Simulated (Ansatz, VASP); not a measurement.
**V in VASP and in Ansatz**

```
V
1.0
    -1.49918    1.49918    1.49918
     1.49918   -1.49918    1.49918
     1.49918    1.49918   -1.49918
V
1
Cartesian
  0.0000 0.0000 0.0000
```

Alike in both runs: task single point; functional PBE; k mesh 2 × 2 × 2; occupations fermi-dirac, width 0.1 eV; no spin polarisation.

|  | VASP | Ansatz |
| --- | --- | --- |
| version | VASP 6.6.1 | Ansatz 0.2.0 |
| potentials or method | VASP PAW PBE potentials, release 64 (V_sv) | plane waves (420 eV) with PAW, scalar-relativistic |
| plane-wave cutoff (eV) | 520 | 420 |
| valence electrons in the cell | 13 | 13 |

Ansatz gave:

```
pressure (GPa) : -23.1
```

Question: Estimate VASP's values.

Answer: Pressure (GPa): -22.8.

With one functional, cell and mesh, what is left measures potentials, basis and numerics.

Caveats: the k mesh is coarse (spacing up to 1.48 Å⁻¹), so the values aren't converged; so large a pressure means that the cell lies far from this level's equilibrium, or that cutoff or potentials fall short (VASP).
